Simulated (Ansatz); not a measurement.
**CdSe: single point with PBE**

CdSe:

```
CELL_PARAMETERS angstrom
0.00000 2.87396 2.87396
2.87396 0.00000 2.87396
2.87396 2.87396 0.00000
ATOMIC_POSITIONS crystal
Cd 0.00000 0.00000 0.00000
Se 0.50000 0.50000 0.50000
```

Measurements of this composition are mostly on another form, of space group No. 186.

```
Program             : Ansatz 0.2.0
Task                : single point
Functional          : PBE
Potentials or basis : Ansatz PAW
Cutoff              : 420 eV (not typed: the program's choice for these potentials)
k mesh              : 8 × 8 × 8
Occupations         : gaussian, width 0.024 eV
Spin                : no spin polarisation
```

```
Pressure               : -0.3 GPa
Band gap on the k mesh : none (metal or under the smearing width)
```

Levels at points of the mesh, in eV from the Fermi level:
| k point | band 15 | band 16 | band 17 | band 18 | band 19 | band 20 | band 21 | band 22 |
| --- | --- | --- | --- | --- | --- | --- | --- | --- |
| (0.00, 0.00, 0.00) | -7.91 | -0.62 | -0.62 | -0.62 | 0.08 | 8.66 | 8.66 | 8.66 |
| (0.00, 0.00, -0.50) | -7.77 | -4.92 | -0.05 | -0.05 | 3.02 | 5.26 | 5.26 | 5.91 |
| (0.00, -0.50, -0.50) | -7.24 | -4.07 | -2.05 | -2.05 | -0.44 | 5.48 | 9.67 | 10.27 |

Wall time 1 s on 2 threads of Arm Neoverse V1 (shared host), peak memory 0.32 GiB.
